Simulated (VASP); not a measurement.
Set up this calculation in VASP 6.6.1, as the native input.

| Property | Result |
| --- | --- |
| Task | band structure |
| Functional | HSE06 |
| Potentials or basis | VASP PAW PBE potentials, release 64 (Sn_d, Te) |
| Cutoff | 520 eV |
| k mesh | 6 × 6 × 6 |
| Occupations | gaussian, width 0.02 eV |
| Spin | no spin polarisation |
| Grid for exact exchange (PRECFOCK) | Fast |
| Screening parameter | 0.2 1/A |
| Further INCAR settings | ALGO = Normal; EDIFF = 1e-07; NBANDS = 17 |

SnTe:

```
Sn Te
1.0
     0.00000    3.15085    3.15085
     3.15085    0.00000    3.15085
     3.15085    3.15085    0.00000
Sn Te
1 1
Direct
  0.00000 0.00000 0.00000
  0.50000 0.50000 0.50000
```

The input as run:

POSCAR

```
SnTe
1.0
    0.0000000000      3.1508500000      3.1508500000
    3.1508500000      0.0000000000      3.1508500000
    3.1508500000      3.1508500000      0.0000000000
Sn Te
1 1
Direct
    0.0000000000      0.0000000000      0.0000000000
    0.5000000000      0.5000000000      0.5000000000
```

INCAR.step1

```
PREC = Accurate ; ENCUT = 520
EDIFF = 1E-5 ; ISMEAR = 0
SIGMA = 0.02 ; LREAL = False
LASPH = True ; NELM = 100
ALGO = Normal ; ISIF = 2
LWAVE = True ; LCHARG = False
NBANDS = 17 ; KPAR = 4
GGA = PE
```

INCAR.step2

```
PREC = Accurate ; ENCUT = 520
EDIFF = 1E-7 ; ISMEAR = 0
SIGMA = 0.02 ; LREAL = False
LASPH = True ; NELM = 100
ALGO = Normal ; ISIF = 2
LWAVE = False ; LCHARG = False
GGA = PE ; LHFCALC = True
HFSCREEN = 0.2 ; PRECFOCK = Fast
NBANDS = 17 ; KPAR = 4
ISTART = 1
```

KPOINTS

```
Automatic mesh
0
Gamma
  6 6 6
```

KPOINTS_OPT

```
path GXWKGLUWLK,UX
10
line-mode
reciprocal
 0.0000000000  0.0000000000  0.0000000000  G
 0.5000000000  0.0000000000  0.5000000000  X

 0.5000000000  0.0000000000  0.5000000000  X
 0.5000000000  0.2500000000  0.7500000000  W

 0.5000000000  0.2500000000  0.7500000000  W
 0.3750000000  0.3750000000  0.7500000000  K

 0.3750000000  0.3750000000  0.7500000000  K
 0.0000000000  0.0000000000  0.0000000000  G

 0.0000000000  0.0000000000  0.0000000000  G
 0.5000000000  0.5000000000  0.5000000000  L

 0.5000000000  0.5000000000  0.5000000000  L
 0.6250000000  0.2500000000  0.6250000000  U

 0.6250000000  0.2500000000  0.6250000000  U
 0.5000000000  0.2500000000  0.7500000000  W

 0.5000000000  0.2500000000  0.7500000000  W
 0.5000000000  0.5000000000  0.5000000000  L

 0.5000000000  0.5000000000  0.5000000000  L
 0.3750000000  0.3750000000  0.7500000000  K

 0.6250000000  0.2500000000  0.6250000000  U
 0.5000000000  0.0000000000  0.5000000000  X
```

Potentials or basis: VASP PAW PBE potentials, release 64 (Sn_d, Te).

Run with:

```bash
$ cat potpaw_PBE.64/Sn_d/POTCAR potpaw_PBE.64/Te/POTCAR > POTCAR
$ cp INCAR.step1 INCAR
$ mpirun -np 4 vasp_std > vasp.out
$ cp INCAR.step2 INCAR
$ mpirun -np 4 vasp_std > vasp.out
```

It gave:

The pressure is 1.2 GPa, the band gap on the k mesh is 0.08 eV, direct and the band gap along the path is 0.08 eV, direct.

Caveat: the PAW data sets were made with another functional, which shifts forces and pressure a little; spin-orbit coupling is left out, which moves the levels of the heavy elements.

Wall time 36 min on 4 MPI ranks on AMD EPYC 9R45 96-Core Processor (Zen 5) (shared host), peak memory 0.43 GiB a rank.
